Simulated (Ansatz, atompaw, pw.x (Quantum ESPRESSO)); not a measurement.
**Zr (bcc): variants of one PAW (atompaw) potential in the solid**

atompaw 4.2.0.5 input, output lines left out:

```
Zr 40
GGA-PBE scalarrelativistic loggrid 1500 logderivrange -6 5 276
5 5 4 0 0 0
5 0 1
5 1 0
4 2 3
0 0 0
c
c
c
v
v
c
c
v
v
c
v
2
2.65 2.40 2.65 2.25
n
n
y
0.3
n
custom polynom gramschmidtortho besselshape
3 0.5 ultrasoft
2.25
2.65
1.70
2.65
2.65
1.85
```

Crystal test: bcc Zr in pw.x 7.5, no spin, 13³ k-points, Fermi–Dirac smearing 0.01 Ry, cutoffs set for each file from its atomic test. The reference is all-electron LAPW (Ansatz 0.2.0) with the same functional, mesh and smearing; V0 and B0 come from Birch–Murnaghan fits to the pressures at five volumes. Errors are pseudo minus all-electron; Δ is the rms difference of the E(V) curves that follow from these fits, minima aligned, over ±6 % about the mean V0. Mesh and smearing are coarse, so the numbers serve the comparison and aren't converged zero-temperature values; the lattice is a test structure that the element need not adopt.

All-electron: a0 = 3.582 Å (V0 = 22.98 Å³/atom), B0 = 86.4 GPa.

1 further variants are left out: they gave no file fit for a test, a broken result, the same result as the base, or pressures whose basis-set error rivals the error shown.

```csv
change,cutoffs (Ry),pw.x,a0 (Å),a0 error (%),B0 error (%),Δ (meV/atom),mean pressure error (GPa)
base,50/500,converged,3.577,-0.15,-1.2,2.0,-0.38
"augmentation sinc compensation charge, radius 2.40 bohr; PAW radius 2.65 bohr; waves and projectors: custom polynom gramschmidtortho",50/500,converged,3.578,-0.12,-0.8,1.6,-0.31
core correction smooth core density matched at 1.36 bohr,50/500,converged,3.576,-0.16,-0.9,2.1,-0.41
"local potential bessel scheme, radius 2.65 bohr",50/500,converged,3.599,+0.48,+2.9,6.5,+1.31
```

(1) Give the row for: wave 5s (bound): rc 2.65 bohr becomes 5s (bound): rc 1.92 bohr.

Results:

(1) pw.x: converged; mean pressure error (GPa): -0.44; a0 (Å): 3.576; a0 error (%): -0.17; B0 error (%): -1.0; Δ (meV/atom): 2.2.
